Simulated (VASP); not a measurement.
# MgTe (F-43m) in VASP: further runs, part 2 of 4

VASP 6.6.1. Earlier steps stand in the parts before.

## (4) QSGW0 quasiparticle levels, PBE

Contents of POSCAR:

```
MgTe
1.0
    0.0000000000      3.2319988239      3.2319988239
    3.2319988239      0.0000000000      3.2319988239
    3.2319988239      3.2319988239      0.0000000000
Te Mg
1 1
Direct
    0.2500000000      0.2500000000      0.2500000000
    0.0000000000      0.0000000000      0.0000000000
```

Contents of INCAR.step1:

```
SYSTEM = MgTe
ALGO = Fast
EDIFF = 1E-8
ENCUT = 500
GGA = PE
ISMEAR = 0
LASPH = .TRUE.
LCHARG = .FALSE.
LREAL = .FALSE.
LWAVE = .TRUE.
NELM = 60
PREC = Accurate
SIGMA = 0.01
```

Contents of INCAR.step2:

```
SYSTEM = MgTe
ALGO = Exact
EDIFF = 1E-8
ENCUT = 500
GGA = PE
ISMEAR = 0
ISTART = 1
LASPH = .TRUE.
LCHARG = .FALSE.
LOPTICS = .TRUE.
LREAL = .FALSE.
LWAVE = .TRUE.
NBANDS = 157
NELM = 1
PREC = Accurate
SIGMA = 0.01
```

Contents of INCAR.step3:

```
SYSTEM = MgTe
ALGO = QPGW0
EDIFF = 1E-8
ENCUT = 500
ENCUTGW = 100
GGA = PE
ISMEAR = 0
ISTART = 1
LASPH = .TRUE.
LCHARG = .FALSE.
LREAL = .FALSE.
LWAVE = .FALSE.
NBANDS = 157
NBANDSGW = 16
NELMGW = 4
NOMEGA = 64
PREC = Accurate
PRECFOCK = Fast
SIGMA = 0.01
```

Contents of KPOINTS:

```
k-points
0
G
  3 3 3
  0 0 0
```

Potentials or basis: VASP PAW PBE potentials, release 64 (Te_GW, Mg_GW).

Run with:

```console
cat potpaw_PBE.64/Te_GW/POTCAR potpaw_PBE.64/Mg_GW/POTCAR > POTCAR
cp INCAR.step1 INCAR
mpirun -np 1 vasp_std > vasp.out
cp INCAR.step2 INCAR
mpirun -np 1 vasp_std > vasp.out
cp INCAR.step3 INCAR
mpirun -np 1 vasp_std > vasp.out
```

OUTCAR:

```text
SYSTEM = MgTe
   EDIFF = 1E-8
   ENCUT = 500
   ENCUTGW = 100
   GGA = PE
   ISMEAR = 0
   ISTART = 1
   LASPH = .TRUE.
   LREAL = .FALSE.
   NELMGW = 4
   PREC = Accurate
   PRECFOCK = Fast

 ion  position               nearest neighbor table
   1  0.250  0.250  0.250-   2 2.80   2 2.80   2 2.80   2 2.80
   2  0.000  0.000  0.000-   1 2.80   1 2.80   1 2.80   1 2.80

  LATTYP: Found a face centered cubic cell.
 ALAT       =     6.4639976478

  Lattice vectors:

 A1 = (   0.0000000000,   3.2319988239,   3.2319988239)
 A2 = (   3.2319988239,   0.0000000000,   3.2319988239)
 A3 = (   3.2319988239,   3.2319988239,   0.0000000000)

Analysis of symmetry for initial positions (statically):
=====================================================================
 Subroutine PRICEL returns:
 Original cell was already a primitive cell.

 Routine SETGRP: Setting up the symmetry group for a
 face centered cubic supercell.

 Subroutine GETGRP returns: Found 24 space group operations
 (whereof 24 operations were pure point group operations)
 out of a pool of 48 trial point group operations.

The static configuration has the point symmetry T_d .

Analysis of symmetry for dynamics (positions and initial velocities):
=====================================================================
 Subroutine PRICEL returns:
 Original cell was already a primitive cell.

 Routine SETGRP: Setting up the symmetry group for a
 face centered cubic supercell.

 Subroutine GETGRP returns: Found 24 space group operations
 (whereof 24 operations were pure point group operations)
 out of a pool of 48 trial point group operations.

The dynamic configuration has the point symmetry T_d .

 Subroutine INISYM returns: Found 24 space group operations
 (whereof 24 operations are pure point group operations),
 and found     1 'primitive' translations

----------------------------------------------------------------------------------------

                                     Primitive cell

  volume of cell :      67.5217

  direct lattice vectors                    reciprocal lattice vectors
     0.000000000  3.231998824  3.231998824    -0.154703027  0.154703027  0.154703027
     3.231998824  0.000000000  3.231998824     0.154703027 -0.154703027  0.154703027
     3.231998824  3.231998824  0.000000000     0.154703027  0.154703027 -0.154703027

  length of vectors
     4.570736570  4.570736570  4.570736570     0.267953502  0.267953502  0.267953502

  position of ions in fractional coordinates (direct lattice)
     0.250000000  0.250000000  0.250000000
     0.000000000  0.000000000  0.000000000

  ion indices of the primitive-cell ions
   primitive index   ion index
                 1           1
                 2           2

----------------------------------------------------------------------------------------

 KPOINTS: k-points

Automatic generation of k-mesh.
 Grid dimensions read from file:
 generate k-points for:    3    3    3

 Generating k-lattice:

  Cartesian coordinates                     Fractional coordinates (reciprocal lattice)
    -0.051567676  0.051567676  0.051567676     0.333333333  0.000000000  0.000000000
     0.051567676 -0.051567676  0.051567676     0.000000000  0.333333333  0.000000000
     0.051567676  0.051567676 -0.051567676     0.000000000  0.000000000  0.333333333

  Length of vectors
     0.089317834  0.089317834  0.089317834

  Shift w.r.t. Gamma in fractional coordinates (k-lattice)
     0.000000000  0.000000000  0.000000000

 Subroutine IBZKPT returns following result:
 ===========================================

 Found      4 irreducible k-points:

 Following reciprocal coordinates:
            Coordinates               Weight
  0.000000  0.000000  0.000000      1.000000
  0.333333  0.000000  0.000000      8.000000
  0.333333  0.333333  0.000000      6.000000
 -0.333333  0.333333  0.000000     12.000000
   k-points           NKPTS =      4   k-points in BZ     NKDIM =     27   number of bands    NBANDS=    157
   number of dos      NEDOS =    301   number of ions     NIONS =      2
   total plane-waves  NPLWV =  46656
   dimension x,y,z NGX =    36 NGY =   36 NGZ =   36
   dimension x,y,z NGXF=    72 NGYF=   72 NGZF=   72
   ions per type =               1   1
   NGX,Y,Z   is equivalent  to a cutoff of  13.09, 13.09, 13.09 a.u.
   NGXF,Y,Z  is equivalent  to a cutoff of  26.19, 26.19, 26.19 a.u.
 SYSTEM =  MgTe
   PREC   = accura    normal or accurate (medium, high low for compatibility)
   ISTART =      1    job   : 0-new  1-cont  2-samecut
   ICHARG =      0    charge: 1-file 2-atom 10-const
   ISPIN  =      1    spin polarized calculation?
   LNONCOLLINEAR =      F non collinear calculations
   LSORBIT =      F    spin-orbit coupling
   LASPH  =      T    aspherical Exc in radial PAW
   ENCUT  =  500.0 eV  36.75 Ry    6.06 a.u.   8.33  8.33  8.33*2*pi/ulx,y,z
   NELM   =     60;   NELMIN=  2; NELMDL=  0     # of ELM steps
   EDIFF  = 0.1E-07   stopping-criterion for ELM
   LREAL  =      F    real-space projection
   EDIFFG = 0.1E-06   stopping-criterion for IOM
   NSW    =      0    number of steps for IOM
   IBRION =     -1    ionic relax: 0-MD 1-quasi-New 2-CG
   NFREE  =      0    steps in history (QN), initial steepest desc. (CG)
   ISIF   =      0    stress and relaxation
   ISYM   =      3    0-nonsym 1-usesym 2-fastsym
   POTIM  = 0.5000    time-step for ionic-motion
   TEBEG  =    0.0;   TEEND  =   0.0 temperature during run
   PSTRESS=    0.0 pullay stress
   NELECT =       8.0000    total number of electrons
   NUPDOWN=      -1.0000    fix difference up-down
   EMIN   =  10.00;   EMAX   =-10.00  energy-range for DOS
   EFERMI =   0.00;   METHOD = LEGACY
   ISMEAR =     0;   SIGMA  =   0.01  broadening in eV -4-tet -1-fermi 0-gaus
   EFERMI_NEDOS =   21; number of points for ismear=-14 and -15
   IALGO  =     38    algorithm
   IMIX   =      4    mixing-type and parameters
     AMIX     =   0.40;   BMIX     =  1.00
     AMIX_MAG =   1.60;   BMIX_MAG =  1.00
  volume/ion in A,a.u.               =      33.76       227.83
  Fermi-wavevector in a.u.,A,eV,Ry     =   0.804063  1.519460  8.796411  0.646518
  Thomas-Fermi vector in A             =   1.912049
   LORBIT       =      0    0 simple, 1 ext, 2 COOP (PROOUT), +10 PAW based schemes
   GGA     = PE    functional components
   LHFCALC =     T    Hartree Fock is set to
   PRECFOCK=fast      Normal, Fast or Accurate (Low or Medium for compatibility)
   ENCUT4O =  -1.0   cutoff for four orbital integrals eV
   NKREDX  =     1    reduce k-point grid by
   NKREDY  =     1    reduce k-point grid by
   NKREDZ  =     1    reduce k-point grid by
   AEXX    =    1.0000 exact exchange contribution
   HFSCREEN=    0.0000 screening length (either q_TF or 0.3 A-1)
   HFSCREENC=   0.0000 screening length for correlation (either q_TF or 0.3 A-1)
   ENCUTFOCK=  -1.0 apply spherical cutoff to Coloumb kernel
   IVDW    =     0    specifies the selected vdW correction
   LEPSILON=     F    determine dielectric tensor
   LRPA    =     F    only Hartree local field effects (RPA)
   LRPAFORCE           =     F    calculate RPA forces
   ENCUTGW             = 100.0    cutoff for response function in eV
   ENCUTGWSOFT         =  80.0    soft cutoff for Coulomb kernel in GW response function in eV
   ENCUTLF             =  -1.0    cutoff for local field effects
   NELMGW              =     4    number of iterations in solving QP/BSE equation
   NELMHF              =     1    number of iterations in the inner HF iteration
   NKREDLFX            =     1    NKREDLFY  =   1   NKREDLFZ  =   1
 non-spin polarized calculation
 Gauss-broadening in eV      SIGMA  =   0.01
  energy-cutoff  :      500.00
  volume of cell :       67.52
 maximum number of plane-waves:      1712
 NGX is ok and might be reduce to    36
  NGX = 18; NGY = 18; NGZ = 18
   NGX = 17   NGY = 17   NGZ = 17
 maximum number of plane-waves:       169
 NGX is ok and might be reduce to    18

 QP shifts <psi_nk| G(iteration)W_0 |psi_nk>: iteration 1
 for sc-GW calculations column KS-energies equals QP-energies in previous step
 and V_xc(KS)=  KS-energies - (<T + V_ion + V_H > + <T+V_H+V_ion>^1  + <V_x>^1)

 k-point   1 :       0.0000    0.0000    0.0000
  band No.  KS-energies  QP-energies   sigma(KS)   V_xc(KS)     V^pw_x(r,r')   Z            occupation Imag(sigma)

      1      -8.2372      -8.8743     -11.6614     -10.7352     -17.1185       0.6879       2.0000       1.1498
      2       1.9302       1.1158     -11.5668     -10.4976     -12.9767       0.7616       2.0000       0.0502
      3       1.9302       1.1158     -11.5668     -10.4976     -12.9767       0.7616       2.0000       0.0502
      4       1.9302       1.1158     -11.5668     -10.4976     -12.9767       0.7616       2.0000       0.0502
      5       4.3214       4.7542      -7.1378      -7.6962      -3.6779       0.7751       0.0000      -0.0506
      6       7.3466       7.6833      -7.2395      -7.6870      -3.3165       0.7522       0.0000      -0.0651
[... 8 lines left out ...]
     15      15.0929      14.7912      -5.3629      -4.9766      -0.7512       0.7810       0.0000      -0.4607
     16      22.3158      22.8415      -7.5584      -8.3045      -1.7264       0.7047       0.0000      -1.1654
[... 380 lines left out ...]
      1      -8.2098      -8.2492      -8.2455      -8.2629       0.6728       2.0000
      2      -1.9665      -1.9851      -1.9841      -1.9919       0.6934       2.0000
      3      -1.3263      -1.3484      -1.3472      -1.3551       0.7266       2.0000
      4       0.0088      -0.0169      -0.0036      -0.0078       0.7511       2.0000
      5       5.7961       5.7997       5.8036       5.8059       0.7719       0.0000
      6       8.2123       8.2060       8.2067       8.2048       0.7473       0.0000
[... 8 lines left out ...]
     15      17.2065      17.1964      17.1819      17.1744       0.7673       0.0000
     16      18.0765      18.0710      18.0643      18.0591       0.7012       0.0000
```

Run time: 3.3 min. Hardware: 1 thread of Intel Xeon 6975P-C (Granite Rapids), shared host; peak memory 0.73 GiB.

Results:

| Property | Result |
| --- | --- |
| Band gap on the k mesh, mean-field level | 2.39 eV, direct |
| Quasiparticle gap | 3.91 eV |
| Least direct quasiparticle gap | 3.91 eV |

Levels at points of the mesh, in eV from the valence-band top:
```tsv
k point	band 1	band 2	band 3	band 4	band 5	band 6	band 7	band 8
(0.00, 0.00, 0.00)	-10.17	0.00	0.00	0.00	2.39	5.42	5.42	5.42
```

Quasiparticle gap after each update of the energies (eV): 3.60, 3.82, 3.89, 3.91

Caveat: the k mesh is coarse (spacing up to 0.56 Å⁻¹), so the values aren't converged; bands, screening cutoff and mesh are small and nothing is extrapolated, so the quasiparticle values aren't converged; spin-orbit coupling is left out, which moves the levels of the heavy elements.

(Continued in part 3 of 4.)
